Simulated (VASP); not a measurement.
A run of VASP 6.6.1:

The input INCAR:

```
SYSTEM = GaAs
PREC = Accurate
ENCUT = 520
EDIFF = 1E-7
ISMEAR = -1
SIGMA = 0.05
LREAL = .False.
LASPH = .True.
NELM = 60
ALGO = Normal
ISIF = 2
LWAVE = .False.
LCHARG = .False.
GGA = PE
NBANDS = 16
```

The input KPOINTS:

```
Automatic mesh
0
Gamma
  8 8 8
  0 0 0
```

Contents of POSCAR:

```
GaAs
1.0
    0.0000000000      2.8268500000      2.8268500000
    2.8268500000      0.0000000000      2.8268500000
    2.8268500000      2.8268500000      0.0000000000
As Ga
1 1
Direct
    0.7579050000      0.7397830000      0.7594210000
    0.0096460000      0.0093300000     -0.0205510000
```

Potentials or basis: VASP PAW PBE potentials, release 64 (As, Ga_d).

Command:

```bash
$ cat potpaw_PBE.64/As/POTCAR potpaw_PBE.64/Ga_d/POTCAR > POTCAR
$ mpirun -np 1 vasp_std > vasp.out
```

Hardware: 1 thread of Intel(R) Xeon(R) Platinum 8488C (Sapphire Rapids), on a shared host.

Q: Estimate the wall time of this run.

A: Wall time 2.5 min on 1 thread of Intel(R) Xeon(R) Platinum 8488C (Sapphire Rapids), with other jobs on the host, peak memory 0.32 GiB. Counts: scf iterations 14, k points 260.
